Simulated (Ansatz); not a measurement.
CaO:

```
Ca O
1.0
     0.00000    2.40356    2.40356
     2.40356    0.00000    2.40356
     2.40356    2.40356    0.00000
Ca O
1 1
Cartesian
  0.0000 0.0000 0.0000
  2.4036 2.4036 2.4036
```

The cell is a database's computed one.

Base run:

| Quantity | Value |
| --- | --- |
| Program | Ansatz 0.2.0 |
| Functional | PBE |
| Potentials or basis | all-electron PAW datasets made for the crystal |
| Cutoff | 340 eV |
| Density cutoff | 1360 eV |
| k mesh | 10 × 10 × 10 |
| Occupations | fixed |
| Spin | no spin polarisation |

Its results: band gap on the k mesh 3.65 eV, indirect (least direct gap 4.03 eV); electronic dielectric tensor (diagonal) 3.79.

Task: The run is repeated on the same cell with these changes: functional from PBE to LDA. What comes out?

Result: Band gap on the k mesh 3.48 eV, indirect (least direct gap 3.86 eV); electronic dielectric tensor (diagonal) 3.85.

Caveats: the program warned that the printed levels may be off, so bands, gaps and densities of states are rough.

A k mesh can miss the band edges.

Not every run made on this cell is shown here.
